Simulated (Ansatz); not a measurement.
Suppose ZrC takes space group Pm-3m (No. 221), with Zr on 1b; C on 1a.

Theory: Ansatz, DFT PBE, scalar-relativistic, plane waves, PAW. Cutoff 420 eV, Γ-centred mesh, Gaussian smearing, no spin polarisation.

Formation energies are uncorrected and refer to the elements' standard structures at the same level.

Task: Give the relaxed lattice parameters and positions.

Result:

Space group Pm-3m (No. 221). a = 2.921 Å, b = 2.921 Å, c = 2.921 Å, α = 90.00°, β = 90.00°, γ = 90.00°
```tsv
atom	site	symmetry	x	y	z
Zr	1b	m-3m	0.5000	0.5000	0.5000
C	1a	m-3m	0.0000	0.0000	0.0000
```

It has the caesium chloride type. Zr is surrounded by 8 C at 2.53 Å and 6 Zr at 2.92 Å; around C lie 8 Zr at 2.53 Å and 6 C at 2.92 Å.

Task: Where does its energy lie, and is it a metal?

Result: The energy over the elements is +0.37 eV/atom. The gap on the 18×18×18 mesh of the 2-atom cell is 0 eV (a metal). The separate elements lie lower, so it is unstable against them.

The last run used Gaussian smearing of 0.10 eV. The reference form of C is held partly by dispersion forces, which this level lacks. Symmetry constrained the relaxation, so the result can be a saddle point. Another cell of ZrC relaxed alike, in Fm-3m (a measured cell (COD)), lies 1.23 eV/atom lower, so this cell isn't the stable form at this level.
